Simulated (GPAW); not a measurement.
# TiC: relaxation of cell and atoms with PBE+D3(BJ)

Crystal: TiC.

```
Ti C
1.0
     0.00000    2.16572    2.16572
     2.16572    0.00000    2.16572
     2.16572    2.16572    0.00000
Ti C
1 1
Direct
  0.00000 0.00000 0.00000
  0.50000 0.50000 0.50000
```

The cell is a database's computed one.

```
Program             : GPAW 26.7.0
Task                : relaxation of cell and atoms
Functional          : PBE
Dispersion          : D3(BJ)
Potentials or basis : GPAW PAW data sets (gpaw-data 1.2.1)
Cutoff              : 800 eV
Basis               : pw
k mesh              : 11 × 11 × 11
Occupations         : fermi-dirac, width 0.05 eV
Spin                : no spin polarisation
Maxiter             : 150
Optimizer           : BFGS
Fmax                : 0.02 eV/Å
Max steps           : 40
Convergence         : density=1e-05 forces=0.0001
```

| Quantity | Value |
| --- | --- |
| Relaxed volume | 9.90 Å³/atom |
| Relaxed cell | a = 3.037 Å, b = 3.037 Å, c = 3.037 Å, α = 60.00°, β = 60.00°, γ = 60.00° |
| Space group after relaxing (to 0.05 Å) | Fm-3m (No. 225) |
| Energy gained by relaxing | 4.2 meV/atom |
| Ionic steps | 3 |
| Pressure after relaxing | 0.1 GPa |
| Band gap on the k mesh | none (metal or under the smearing width) |
| Dispersion energy per atom | -0.457 eV |

The path:
```csv
step,energy change (eV),largest force (eV/Å),pressure (GPa),volume (Å³)
1,0.0000,0.0000,-6.34,20.32
2,-0.0052,0.0000,-4.23,20.14
3,-0.0084,0.0000,0.11,19.81
```

Final structure:
```
Ti C
1.0
     0.00000    2.14747    2.14747
     2.14747    0.00000    2.14747
     2.14747    2.14747    0.00000
Ti C
1 1
Cartesian
  0.0000 0.0000 0.0000
  2.1475 2.1475 2.1475
```

Levels at points of the mesh, in eV from the Fermi level:
```
           k point  band 5  band 6  band 7  band 8  band 9  band 10  band 11  band 12
(0.00, 0.00, 0.00)  -12.57    0.65    0.65    0.65    1.64     1.64     1.64     1.72
```

Run time: 45 s on 1 thread of Arm Neoverse V2, on a shared host, peak memory 0.22 GiB.

Caveat: later steps reuse the first step's grids; pairwise dispersion overbinds metals, which lowers pressure and volume.
